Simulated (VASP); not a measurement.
# Mg (P6/mmm) in VASP: further runs, part 2 of 2

VASP 6.6.1. Earlier steps stand in the parts before.

## 5. Single point, r2SCAN

This run uses another cell than the first one, of the same volume but with other edges.

INCAR

```
ADDGRID = False
ALGO = Normal
EDIFF = 0.001
ENCUT = 400
ISIF = 2
ISMEAR = 1
LASPH = True
LCHARG = False
LMIXTAU = True
LREAL = False
LWAVE = False
METAGGA = R2SCAN
NELM = 100
PREC = Accurate
SIGMA = 0.2
```

KPOINTS

```
k-points
0
Gamma
  11 11 9
```

POSCAR

```
Mg
1.0
    3.1430880000     -0.0084060000     -0.0278050000
   -1.5788240000      2.6046760000      0.0276970000
   -0.0277550000      0.0158990000      3.0020770000
Mg
1
Direct
   -0.0144770000      0.0117080000      0.0082640000
```

Potentials or basis: VASP PAW PBE potentials, release 64 (Mg).

Started as:

```console
> cat potpaw_PBE.64/Mg/POTCAR > POTCAR
> mpirun -np 1 vasp_std > vasp.out
```

OUTCAR:

```text
EDIFF = 0.001
   ENCUT = 400
   ISIF = 2
   ISMEAR = 1
   LASPH = True
   LREAL = False
   METAGGA = R2SCAN
   NELM = 100
   PREC = Accurate

 Found    545 irreducible k-points:

 Following reciprocal coordinates:
            Coordinates               Weight
  0.000000  0.000000  0.000000      1.000000
  0.090909  0.000000 -0.000000      2.000000
  0.181818  0.000000 -0.000000      2.000000
  0.272727  0.000000  0.000000      2.000000
  0.363636  0.000000 -0.000000      2.000000
  0.454545  0.000000  0.000000      2.000000
   k-points           NKPTS =    545   k-points in BZ     NKDIM =    545   number of bands    NBANDS=      5
   number of dos      NEDOS =    301   number of ions     NIONS =      1
   total plane-waves  NPLWV =   9600
   dimension x,y,z NGX =    24 NGY =   20 NGZ =   20
   dimension x,y,z NGXF=    48 NGYF=   40 NGZF=   40
   ions per type =               1
   NGX,Y,Z   is equivalent  to a cutoff of  12.69, 10.92, 11.07 a.u.
   NGXF,Y,Z  is equivalent  to a cutoff of  25.39, 21.83, 22.15 a.u.
 SYSTEM =  unknown system
   PREC   = accura    normal or accurate (medium, high low for compatibility)
   ISTART =      0    job   : 0-new  1-cont  2-samecut
   ICHARG =      2    charge: 1-file 2-atom 10-const
   ISPIN  =      1    spin polarized calculation?
   LNONCOLLINEAR =      F non collinear calculations
   LSORBIT =      F    spin-orbit coupling
   LASPH  =      T    aspherical Exc in radial PAW
   ENCUT  =  400.0 eV  29.40 Ry    5.42 a.u.   5.13  4.97  4.90*2*pi/ulx,y,z
   NELM   =    100;   NELMIN=  2; NELMDL= -5     # of ELM steps
   EDIFF  = 0.1E-02   stopping-criterion for ELM
   LREAL  =      F    real-space projection
   EDIFFG = 0.1E-01   stopping-criterion for IOM
   NSW    =      0    number of steps for IOM
   IBRION =     -1    ionic relax: 0-MD 1-quasi-New 2-CG
   NFREE  =      0    steps in history (QN), initial steepest desc. (CG)
   ISIF   =      2    stress and relaxation
   ISYM   =      2    0-nonsym 1-usesym 2-fastsym
   POTIM  = 0.5000    time-step for ionic-motion
   TEBEG  =    0.0;   TEEND  =   0.0 temperature during run
   PSTRESS=    0.0 pullay stress
   NELECT =       2.0000    total number of electrons
   NUPDOWN=      -1.0000    fix difference up-down
   EMIN   =  10.00;   EMAX   =-10.00  energy-range for DOS
   EFERMI =   0.00;   METHOD = LEGACY
   ISMEAR =     1;   SIGMA  =   0.20  broadening in eV -4-tet -1-fermi 0-gaus
   EFERMI_NEDOS =   21; number of points for ismear=-14 and -15
   IALGO  =     38    algorithm
   IMIX   =      4    mixing-type and parameters
     AMIX     =   0.40;   BMIX     =  1.00
     AMIX_MAG =   1.60;   BMIX_MAG =  1.00
  volume/ion in A,a.u.               =      24.53       165.57
  Fermi-wavevector in a.u.,A,eV,Ry     =   0.709836  1.341396  6.855535  0.503868
  Thomas-Fermi vector in A             =   1.796524
   LORBIT       =      0    0 simple, 1 ext, 2 COOP (PROOUT), +10 PAW based schemes
   METAGGA = R2SCAN    functional components
   LHFCALC =     F    Hartree Fock is set to
   AEXX    =    0.0000 exact exchange contribution
   IVDW    =     0    specifies the selected vdW correction
   LEPSILON=     F    determine dielectric tensor
   LRPA    =     F    only Hartree local field effects (RPA)
 non-spin polarized calculation
 Methfessel and Paxton  Order N= 1 SIGMA  =   0.20
  energy-cutoff  :      400.00
  volume of cell :       24.53
 maximum number of plane-waves:       456
 NGX is ok and might be reduce to    24

 number of electron       2.0000000 magnetization

 Free energy of the ion-electron system (eV)
  ---------------------------------------------------
  ext. energy  EPLUGINS =         0.00000000
  ---------------------------------------------------
  free energy    TOTEN  =        -3.86349127 eV

  energy without entropy =       -3.86232541  energy(sigma->0) =       -3.86310265

 E-fermi :   2.2684     XC(G=0):  -8.8562

 val. band max:        2.2655092627   @ k =  -0.4545  -0.4545   0.3333
 cond. band min:       2.2685674035   @ k =   0.3636   0.1818   0.1111
 fundamental gap:      0.0030581408
 Fermi energy:         2.2683750578

 k-point     1 :       0.0000    0.0000    0.0000
  band No.  band energies     occupation
      1      -4.8567      2.00000
      2      11.1053      0.00000
      3      12.2546      0.00000
      4      14.9227      0.00000
      5      16.1575      0.00000

 k-point     2 :       0.0909    0.0000   -0.0000
  band No.  band energies     occupation
      1      -4.6710      2.00000
      2      10.9577      0.00000
      3      12.4090      0.00000
      4      12.8830      0.00000
      5      14.7074      0.00000

 k-point     3 :       0.1818    0.0000   -0.0000
  band No.  band energies     occupation
      1      -4.1160      2.00000
      2       9.1893      0.00000
      3      11.6937      0.00000
      4      12.8729      0.00000
      5      13.5580      0.00000

 k-point     4 :       0.2727    0.0000    0.0000
  band No.  band energies     occupation
      1      -3.1977      2.00000
      2       6.4754      0.00000
      3      11.5186      0.00000
      4      12.6891      0.00000
      5      13.6434      0.00000

 k-point     5 :       0.3636    0.0000   -0.0000
  band No.  band energies     occupation
      1      -1.9272      2.00000
      2       3.9367     -0.00000
      3      11.3408      0.00000
      4      12.0720      0.00000
      5      14.7158      0.00000

 k-point     6 :       0.4545    0.0000    0.0000
  band No.  band energies     occupation
      1      -0.3355      2.00000
      2       1.7028      2.00047
      3      11.2290      0.00000
      4      11.7297      0.00000
      5      16.0395      0.00000

 [... further k-points ...]
[... 5 lines left out ...]
  --------------------------------------------------------------------------------------
  -------------------------------------------------------------------------------------
  Total       -0.2667271     -0.1283189     -0.0232691      0.0165561      0.0504447     -0.0657235
  in kB      -17.4179828     -8.3795653     -1.5195343      1.0811572      3.2941697     -4.2919149
  external PRESSURE =      -9.1056941 kB  Pullay stress =       0.0000000 kB

 VOLUME and BASIS-vectors are now :
 -----------------------------------------------------------------------------
  energy-cutoff  :      400.00
  volume of cell :       24.53
      direct lattice vectors                 reciprocal lattice vectors
     3.143088000 -0.008406000 -0.027805000     0.318692044  0.193154686  0.001923445
    -1.578824000  2.604676000  0.027697000     0.001010546  0.384559010 -0.002027282
    -0.027755000  0.015899000  3.002077000     0.002942377 -0.001758937  0.333139234

 POSITION                                       TOTAL-FORCE (eV/Angst)
 -----------------------------------------------------------------------------------
      3.07887      0.02234     -0.00227        -0.000000      0.000000      0.000000
 -----------------------------------------------------------------------------------
    total drift:                               -0.000323      0.000023      0.000248

  FREE ENERGIE OF THE ION-ELECTRON SYSTEM (eV)
  ---------------------------------------------------
  free  energy   TOTEN  =        -3.8634912716 eV

  energy  without entropy=       -3.8623254091  energy(sigma->0) =       -3.86310265
```

OSZICAR:

```text
N       E                     dE             d eps       ncg     rms          rms(c)
DAV:   1    -0.327456693691E+01   -0.32746E+01   -0.64772E+02  6090   0.211E+02
DAV:   2    -0.392614709348E+01   -0.65158E+00   -0.60509E+00  7225   0.140E+01
DAV:   3    -0.393002933162E+01   -0.38822E-02   -0.38798E-02  6960   0.125E+00
DAV:   4    -0.393004345153E+01   -0.14120E-04   -0.14120E-04  7430   0.583E-02
DAV:   5    -0.393004353247E+01   -0.80937E-07   -0.80801E-07  5610   0.309E-03    0.626E-01
DAV:   6    -0.384057205890E+01    0.89471E-01   -0.39486E-02  6290   0.128E+00    0.456E-01
DAV:   7    -0.397581405858E+01   -0.13524E+00   -0.17833E-02  5490   0.104E+00    0.165E-01
DAV:   8    -0.386332925921E+01    0.11248E+00   -0.49588E-02  5600   0.932E-01    0.680E-02
DAV:   9    -0.386349127160E+01   -0.16201E-03   -0.10075E-03  5955   0.245E-01
   1 F= -.38634913E+01 E0= -.38631027E+01  d E =-.116586E-02
```

Run time: 28 s. Hardware: 1 thread of Intel Xeon 6975P-C (Granite Rapids), shared host; peak memory 0.17 GiB.

The run converged, but some of its settings lie outside the range that counts as converged, so its numbers aren't taken as properties of the crystal.

What came out:

| Property | Result |
| --- | --- |
| Free energy | -3.8635 eV |
| Pressure | -0.9 GPa |
| Band gap on the k mesh | none (metal or under the smearing width) |

Caveat: the PAW data sets were made with another functional, which shifts forces and pressure a little.

## 6. Single point, r2SCAN

Changes to INCAR since step 5:

```diff
@@ -2,3 +2,3 @@
 ALGO = Normal
-EDIFF = 0.001
+EDIFF = 1E-4
 ENCUT = 400
```

KPOINTS is that of step 5.

POSCAR

```
Mg
1.0
    3.0502998005      0.0000000000      0.0000000000
   -1.5251499003      2.6416371164      0.0000000000
    0.0000000000      0.0000000000      3.0448375700
Mg
1
Direct
    0.0000000000      0.0000000000      0.0000000000
```

Potentials or basis: VASP PAW PBE potentials, release 64 (Mg).

Started as:

```console
> cat potpaw_PBE.64/Mg/POTCAR > POTCAR
> mpirun -np 1 vasp_std > vasp.out
```

Run time: 10 s. Hardware: 1 thread of Intel Xeon 6975P-C (Granite Rapids), shared host; peak memory 0.12 GiB.

These settings aren't checked as converged: the numbers below hold their error.

What came out:

```yaml
Free_energy: -3.8653 eV
Pressure: 0.3 GPa
Band_gap_on_the_k_mesh: none (metal or under the smearing width)
```

Caveat: the PAW data sets were made with another functional, which shifts forces and pressure a little.

## 7. For comparison

An earlier run on the cell as given: functional PBE; potentials or basis VASP PAW PBE potentials, release 64 (Mg); cutoff 520 eV; k mesh 10 × 10 × 9; occupations fermi-dirac, width 0.05 eV; no spin polarisation.

* Pressure: 1.1 GPa
* Band gap on the k mesh: none (metal or under the smearing width)
